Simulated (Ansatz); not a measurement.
C, DFT, PBEsol, all-electron PAW with datasets made for the crystal, scalar-relativistic (Ansatz 0.2.0), run on 1 thread of Intel(R) Xeon(R) 6975P-C (Granite Rapids) on a shared host.

The cell is COD entry 1200018, as deposited and not checked against the literature; nothing was relaxed. It is an old determination, and later ones may differ. The listed cell was then made from it by scaling, straining or moving an atom.

Command: `ansatz run input.yaml --threads 1 --pin off --max-ram 3072MiB --backend cpu --events-out ev --progress --plain --runs-dir out`

```yaml
crystal:
  lattice:
    - [1.2029575502, 0.6945278654, 3.278685324]
    - [-1.2029575502, 0.6945278654, 3.278685324]
    - [0.0, -1.3890557308, 3.278685324]
  atoms:
    - { symbol: C, position: [0.164, 0.164, 0.164] }
    - { symbol: C, position: [0.836, 0.836, 0.836] }
kpoints:
  mp_grid: { grid: [17, 17, 17] }
scf:
  occupations: { method: fermi_dirac, width: 0.03 }
hamiltonian:
  xc: pbesol
  pseudopotentials: { kind: all_electron, datasets: crystal }
output:
  forces: true
  stress: true
  eigenvalues: true
  efg: { contact_densities: true }
```

**Question.** How large is the problem that the program sets up?

**Answer.** 489 irreducible k-points, 565 plane waves at Γ, 8 bands.

**Question.** Estimate the wall time and the peak memory.

**Answer.** 10 s of wall time for 7 SCF iterations, with a peak of 0.66 GiB. Times on shared machines scatter by tens of per cent.

**Question.** And the same cell and mesh by PAW with the default files, asked for forces, stress, eigenvalues, efg, write_density, write_potential, elf, on the same hardware?

**Answer.** 3.2 s, peak memory 0.4 GiB.
